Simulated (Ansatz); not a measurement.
# Al2Pt: response to strain

Aim: deform Al2Pt (equal xx and yy strain of -2 %) and compute stress, forces and field gradients with LAPW, PAW and all-electron datasets made for the crystal.

Method: DFT LDA, scalar-relativistic, in Ansatz 0.2.0.

### Step 1. Starting point

The structure is cubic, space group Fm-3m (No. 225). The conventional cell has a = 5.910 Å, b = 5.910 Å, c = 5.910 Å, α = 90.00°, β = 90.00°, γ = 90.00°. Al (site symmetry -43m) has 4 Pt at 2.56 Å in its first shell of neighbours. Pt (site symmetry m-3m) has 8 Al at 2.56 Å in its first shell of neighbours.

As a file:

```xyz
3
Lattice="0.0000 2.9550 2.9550 2.9550 0.0000 2.9550 2.9550 2.9550 0.0000" Properties=species:S:1:pos:R:3 pbc="T T T"
Al    1.4775    1.4775    1.4775
Al    4.4325    4.4325    4.4325
Pt    0.0000    0.0000    0.0000
```

Atoms are numbered in the order of the input: Al1, Al2, Pt3.

### Step 2. After the deformation

Space group Fm-3m before, I4/mmm after.

### Step 3. All-electron LAPW

File input.yaml:

```yaml
crystal:
  lattice:
    - [0.0, 2.8959, 2.955]
    - [2.8959, 0.0, 2.955]
    - [2.8959, 2.8959, 0.0]
  atoms:
    - { symbol: Al, position: [0.25, 0.25, 0.25] }
    - { symbol: Al, position: [0.75, 0.75, 0.75] }
    - { symbol: Pt, position: [0.0, 0.0, 0.0] }
kpoints:
  mp_grid: { grid: [12, 12, 12] }
  band_path:
    path:
      - [0.0, 0.0, 0.0]
      - [0.0, 0.5, 0.5]
      - [0.25, 0.75, 0.5]
      - [0.0, 0.5, 0.0]
      - [0.0, 0.0, 0.0]
      - [0.5, 0.5, 0.0]
      - [0.37005, 0.62995, 0.0]
      - [-0.37005, 0.37005, 0.0]
      - [0.0, 0.0, 0.0]
    npoints: 5
scf:
  occupations: { method: fermi_dirac, width: 0.08 }
hamiltonian:
  xc: lda
  pseudopotentials: { kind: all_electron, lapw: { basis_error: 0.001 } }
output:
  forces: true
  stress: true
  eigenvalues: true
```

On the command line:

```
> ansatz run input.yaml --threads 1 --pin off --max-ram 4096MiB --backend cpu --events-out ev --progress --plain --runs-dir out
```

The log of the run, cut to the lines that bear on the results:

```text
LAPW: plane waves up to 8.351 Å⁻¹, error target 1.0e-3 eV per atom; small_component_spin mean_spin; Al in spheres of 1.129 Å, 11 of its electrons in bands, Dirac shells []; Pt in spheres of 1.396 Å, 42 of its electrons in bands, Dirac shells []
[...]
Pseudopotentials: kind: all_electron
Pseudopotential: Al, LAPW, valence charge 11, Koelling and Harmon's equation, gaussian nucleus
Pseudopotential: Pt, LAPW, valence charge 42, Koelling and Harmon's equation, gaussian nucleus
Functional definition: SPW92
[...]
Crystal: 3 atoms, lattice volume = 49.563 Å³
Basis set: ecut = 265.70735696460457 eV, 531 PW (Γ), exchange–correlation at level 2
Bands: 39, of which v1, the nominal top of the filled ones, is band 32 counted from 1 (31 counted from 0)
Symmetry: 16 space group operations
Space group: I4/mmm (ITA 139), of the structure as read, at distance tolerance 3.7e-5 Å
k-points: 163 of 1728
[...]
SCF iter   1: F=—  HF=-513848.733053 eV  |F-HF|=—  |Δ(HF+E_count)|=         —  Δρ=2.82e-2  dr2=2.23e-1  ethr=3.48e-4  ⟨swp⟩=2.8  Hψ=41000  notcnv=0
[...]
SCF iter   7: F=-513848.149833 eV  HF=-513848.149833 eV  |F-HF|=3.78e-9  |Δ(HF+E_count)|=   3.72e-7  Δρ=6.92e-6  dr2=9.74e-9  ethr=1.32e-9  ⟨swp⟩=2.0  Hψ=17728  notcnv=0
[...]
NSCF: frozen V_eff on 41 k-points
SCF converged after 7 iterations
Free energy (F): -513848.149833 eV
[...]
E sigma→0 (E₀):  -513848.137426 eV
Entropy (-TS):   -0.024813 eV (-8.271 meV/atom)
Fermi energy:    14.702649 eV
[...]
--- Forces (eV/Å), atoms counted from 1 ---
  atom   1  Al     0.00000000    -0.00000000     0.00000000
  atom   2  Al     0.00000000    -0.00000000     0.00000000
  atom   3  Pt    -0.00000000     0.00000000    -0.00000000
[...]
--- Stress (GPa, compression-positive) ---
        2.183423       0.000000       0.000000
        0.000000       2.183423       0.000000
        0.000000       0.000000       0.819293
  P = ⅓ Tr σ = 1.7287 GPa (17.287 kbar)
--- Band table (eV; the first three rows and the last of 163) ---
[...]
```

Run time: 86 s. Hardware: 1 thread of Arm Neoverse V1, shared host; peak memory 0.84 GiB.

This run gives: pressure 1.73 GPa; no gap.

### Step 4. PAW with frozen cores

File input.yaml:

```yaml
crystal:
  lattice:
    - [0.0, 2.8959, 2.955]
    - [2.8959, 0.0, 2.955]
    - [2.8959, 2.8959, 0.0]
  atoms:
    - { symbol: Al, position: [0.25, 0.25, 0.25] }
    - { symbol: Al, position: [0.75, 0.75, 0.75] }
    - { symbol: Pt, position: [0.0, 0.0, 0.0] }
kpoints:
  mp_grid: { grid: [12, 12, 12] }
scf:
  occupations: { method: fermi_dirac, width: 0.08 }
hamiltonian:
  xc: lda
  pseudopotentials: { kind: paw }
output:
  forces: true
  stress: true
  eigenvalues: true
  efg: { contact_densities: true }
```

On the command line:

```
> ansatz run input.yaml --threads 1 --pin off --max-ram 4096MiB --backend cpu --events-out ev --progress --plain --runs-dir out
```

The log of the run, cut to the lines that bear on the results:

```text
Pt: output.efg is read without spin–orbit coupling, which moves field gradients at and beside such atoms by some per cent and up to a factor of two; PAW files take it under magnetization.noncollinear and magnetization.spin_orbit
[...]
Pseudopotentials: kind: paw
Pseudopotential: Al, paw, valence charge 3, recommended cutoff 420 eV (normal)
Pseudopotential: Pt, paw, valence charge 18, recommended cutoff 420 eV (normal)
Functional definition: SPW92
[...]
Crystal: 3 atoms, lattice volume = 49.563 Å³
Basis set: ecut = 420 eV, 949 PW (Γ)
Bands: 16, of which v1, the nominal top of the filled ones, is band 12 counted from 1 (11 counted from 0)
Symmetry: 16 space group operations
Space group: I4/mmm (ITA 139), of the structure as read, at distance tolerance 3.7e-5 Å
k-points: 163 of 1728
[...]
--- Stress (GPa, compression-positive) ---
        2.185124       0.000000       0.000000
        0.000000       2.185124       0.000000
        0.000000      -0.000000       0.820128
  P = ⅓ Tr σ = 1.7301 GPa (17.301 kbar)
--- PAW observables at the nuclei: V_zz in 10²¹ V/m², potentials from the cell's mean, atoms counted from 1 ---
  atom   1  Al V_zz =    +0.039404   η = 0.0000   by run symmetry: allowed
            electrostatic potential = -1235.227775 V   contact ρ = 9984.875216 e/Å³
  atom   2  Al V_zz =    +0.039404   η = 0.0000   by run symmetry: allowed
            electrostatic potential = -1235.227775 V   contact ρ = 9984.875216 e/Å³
  atom   3  Pt V_zz =    -2.061971   η = 0.0000   by run symmetry: allowed
            electrostatic potential = -16115.073886 V   contact ρ = 12038859.618327 e/Å³
--- Band table (eV; the first three rows and the last of 163) ---
  k-point 0: bands = ["-87.3368", "-41.4957", "-41.4791", "-41.4791", "1.2444", "6.4644", "6.4644", "6.4942", "7.8333", "7.9212", "14.8934", "15.4954", "15.6446", "15.6446", "17.2906", "17.2906"]
[...]
```

It took 8.7 s on 1 thread of Arm Neoverse V1, shared host; peak memory 0.43 GiB.

Read from it: pressure 1.73 GPa; no gap; Vzz Al1 0.04 (η = 0.00), Pt3 -2.06 (η = 0.00) (10²¹ V/m²).

### Step 5. Datasets made for this crystal

input.yaml: that of step 4 with these lines changed.

```diff
@@ -15,3 +15,3 @@
   xc: lda
-  pseudopotentials: { kind: paw }
+  pseudopotentials: { kind: all_electron, datasets: crystal }
 output:
```

On the command line:

```
> ansatz run input.yaml --threads 1 --pin off --max-ram 4096MiB --backend cpu --events-out ev --progress --plain --runs-dir out
```

The log of the run, cut to the lines that bear on the results:

```text
[...]
Pt: output.efg is read without spin–orbit coupling, which moves field gradients at and beside such atoms by some per cent and up to a factor of two; PAW files take it under magnetization.noncollinear and magnetization.spin_orbit
[...]
Pseudopotentials: kind: all_electron
Pseudopotential: Al, paw, valence charge 11, recommended cutoff 260 eV (normal), Koelling and Harmon's equation, gaussian nucleus
Pseudopotential: Pt, paw, valence charge 18, recommended cutoff 260 eV (normal), Koelling and Harmon's equation, gaussian nucleus
Functional definition: SPW92
[...]
Crystal: 3 atoms, lattice volume = 49.563 Å³
Basis set: ecut = 260 eV, 475 PW (Γ)
Bands: 12, of which v1, the nominal top of the filled ones, is band 8 counted from 1 (7 counted from 0)
Symmetry: 16 space group operations
Space group: I4/mmm (ITA 139), of the structure as read, at distance tolerance 3.7e-5 Å
[...]
--- Stress (GPa, compression-positive) ---
        2.180917       0.000000       0.000000
        0.000000       2.180917       0.000000
        0.000000       0.000000       0.817101
  P = ⅓ Tr σ = 1.7263 GPa (17.263 kbar)
  It holds what live shells' own plane waves past their cutoff add
--- PAW observables at the nuclei: V_zz in 10²¹ V/m², potentials from the cell's mean, atoms counted from 1 ---
  atom   1  Al V_zz =    +0.038741   η = 0.0000   by run symmetry: allowed
            electrostatic potential = -1232.110686 V   contact ρ = 9990.885153 e/Å³
  atom   2  Al V_zz =    +0.038741   η = 0.0000   by run symmetry: allowed
            electrostatic potential = -1232.110686 V   contact ρ = 9990.885153 e/Å³
  atom   3  Pt V_zz =    -2.113705   η = 0.0000   by run symmetry: allowed
            electrostatic potential = -16108.630331 V   contact ρ = 12031497.067024 e/Å³
--- Band table (eV; the first three rows and the last of 163) ---
  k-point 0: bands = ["4.1660", "9.3907", "9.3907", "9.4202", "10.7618", "10.8493", "17.8057", "18.4388", "18.5881", "18.5881"]
[...]
```

Run time: 22 s. Hardware: 1 thread of Arm Neoverse V1, shared host; peak memory 0.65 GiB.

This run gives: pressure 1.73 GPa; no gap; Vzz Al1 0.04 (η = 0.00), Pt3 -2.11 (η = 0.00) (10²¹ V/m²).

### Step 6. Side by side

Stress (GPa, compression positive):

| method | xx | yy | zz | yz | xz | xy |
| --- | --- | --- | --- | --- | --- | --- |
| LAPW | 2.18 | 2.18 | 0.82 | 0.00 | 0.00 | 0.00 |
| PAW | 2.19 | 2.19 | 0.82 | 0.00 | 0.00 | 0.00 |
| crystal datasets | 2.18 | 2.18 | 0.82 | 0.00 | 0.00 | 0.00 |

```
          method  pressure (GPa)  Vzz Al1 (10²¹ V/m²)  Vzz Pt3 (10²¹ V/m²)  SCF cycles, by the record's count
            LAPW            1.73                    –                    –                                  7
             PAW            1.73                 0.04                -2.06                                  7
crystal datasets            1.73                 0.04                -2.11                                  9
```

### Step 7. Outcome

```
                                 quantity                                           value
                                 pressure  LAPW 1.73, PAW 1.73, crystal datasets 1.73 GPa
largest shear or deviatoric stress (LAPW)                                        0.91 GPa
```

What this shows: The largest part of the stress beyond the pressure is 0.91 GPa in size, in the zz component; the atoms are carried along and not relaxed. No run of the undeformed cell stands beside it, so pressure and stress hold what the given cell had before the change, as far as its symmetry allows. PAW: stress within 0.01 GPa of LAPW. Crystal datasets: stress within 0.01 GPa of LAPW. Spin-orbit coupling is left out, though the cell holds Pt; in elements this heavy it can shift bands and gaps by tenths of an eV.
